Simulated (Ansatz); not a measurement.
A surface is cut from this relaxed crystal of AlNi:

```cif
data_structure
_symmetry_space_group_name_H-M 'P 1'
_symmetry_Int_Tables_number 1
_cell_length_a 2.8622
_cell_length_b 2.8622
_cell_length_c 2.8622
_cell_angle_alpha 90.000
_cell_angle_beta 90.000
_cell_angle_gamma 90.000
_cell_volume 23.45
loop_
_atom_site_label
_atom_site_type_symbol
_atom_site_fract_x
_atom_site_fract_y
_atom_site_fract_z
_atom_site_occupancy
Al1 Al 0.00000 0.00000 0.00000 1
Ni1 Ni 0.50000 0.50000 0.50000 1
```

Miller indices refer to the conventional cell of Pm-3m (No. 221), a = 2.862 Å, b = 2.862 Å, c = 2.862 Å, α = 90.00°, β = 90.00°, γ = 90.00°.

The (100) slab of 7 planes, 8.6 Å thick with 15 Å of vacuum as cut; outer planes Al (top) and Al (bottom).

The calculation used DFT PBEsol, scalar-relativistic, plane waves, PAW in Ansatz. Plane waves to 420 eV, a k mesh through Γ of 12×12×1 on the computed 7-atom cell and Gaussian smearing (0.10 eV); no spin polarisation. A dipole correction removes the field between periodic images along c.

The slab isn't stoichiometric (Al4Ni3), so its surface energy depends on the chemical potentials; it is given with the excess atoms taken from the element's standard state, a limit at which the compound may itself be unstable, so the figure can be too low.

Results for the relaxed slab:

```json
{"Surface energy with the excess atoms taken from the elements": "1.53 J/m²", "Work function": "4.11 eV"}
```

Relaxation lowers the energy by 0.018 J/m² a face; the largest move is 0.054 Å.

```json
{"plane (bottom to top)": "1", "atoms": "Al", "spacing to next, bulk (Å)": "1.431", "relaxed (Å)": "1.356", "change (%)": "-5.2"}
{"plane (bottom to top)": "2", "atoms": "Ni", "spacing to next, bulk (Å)": "1.431", "relaxed (Å)": "1.475", "change (%)": "+3.1"}
{"plane (bottom to top)": "3", "atoms": "Al", "spacing to next, bulk (Å)": "1.431", "relaxed (Å)": "1.441", "change (%)": "+0.7"}
{"plane (bottom to top)": "4", "atoms": "Ni", "spacing to next, bulk (Å)": "1.431", "relaxed (Å)": "1.441", "change (%)": "+0.7"}
{"plane (bottom to top)": "5", "atoms": "Al", "spacing to next, bulk (Å)": "1.431", "relaxed (Å)": "1.475", "change (%)": "+3.1"}
{"plane (bottom to top)": "6", "atoms": "Ni", "spacing to next, bulk (Å)": "1.431", "relaxed (Å)": "1.356", "change (%)": "-5.2"}
{"plane (bottom to top)": "7", "atoms": "Al", "spacing to next, bulk (Å)": "", "relaxed (Å)": "", "change (%)": ""}
```

Spin polarisation was left out, and a magnetic state may lie lower.